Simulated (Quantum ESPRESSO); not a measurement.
## Si: zone-centre phonons under several settings

```
Si
1.0
     0.00000    2.72185    2.72185
     2.72185    0.00000    2.72185
     2.72185    2.72185    0.00000
Si
2
Direct
  0.50000 0.50000 0.50000
  0.75000 0.75000 0.75000
```

All runs used Quantum ESPRESSO 7.5; relaxed cell; no spin polarisation; cutoff 612 eV; occupations smeared at first, fixed for the response.

```tsv
level	potentials	k mesh (s: shifted)	volume (Å³/atom)	lowest optical mode without the field (cm⁻¹)	sum of the Born charges (e)
LDA	GBRV 1.5 LDA	4 × 4 × 4s	19.69	514	-0.16
PBE	GBRV 1.5 PBE	4 × 4 × 4s	20.43	503	-0.15
LDA	GBRV 1.5 LDA	6 × 6 × 6s	19.69	514	-0.01
PBE	GBRV 1.5 PBE	6 × 6 × 6s	?	?	?
```

**Question.** What stands in the row left open?

**Answer.** Volume 20.43 Å³/atom; lowest optical mode without the field 503 cm⁻¹; sum of the Born charges -0.01 e.
